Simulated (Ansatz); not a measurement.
# KMgF3: changing the functional

Space group Pm-3m (No. 221). a = 3.986 Å, b = 3.986 Å, c = 3.986 Å, α = 90.00°, β = 90.00°, γ = 90.00°
```json
{"atom": "K", "site": "1b", "symmetry": "m-3m", "x": "0.5000", "y": "0.5000", "z": "0.5000"}
{"atom": "Mg", "site": "1a", "symmetry": "m-3m", "x": "0.0000", "y": "0.0000", "z": "0.0000"}
{"atom": "F", "site": "3d", "symmetry": "4/mm.m", "x": "0.0000", "y": "0.0000", "z": "0.5000"}
```

The cell comes from a database or a generator and needn't be the form met in nature.

Kept alike: task projected density of states; k mesh 7 × 7 × 7; occupations fermi-dirac, width 0.05 eV; no spin polarisation. Program: Ansatz, Ansatz PAW, cutoff 420 eV. The mesh is that of the run's cell of 5 atoms. No spin-orbit coupling.

| functional | pressure (GPa) |
| --- | --- |
| BLYP | 4.97 |
| RPBE | 8.10 |
| revPBE | 7.16 |

Pressure is positive in compression, with a Pulay correction for the finite cutoff. All rows use potentials made for PBE.

What does the functional change here?

The pressure runs from 4.97 (BLYP) to 8.10 GPa (RPBE). A positive pressure means that the functional's own cell is larger than the one given, a negative one that it is smaller.
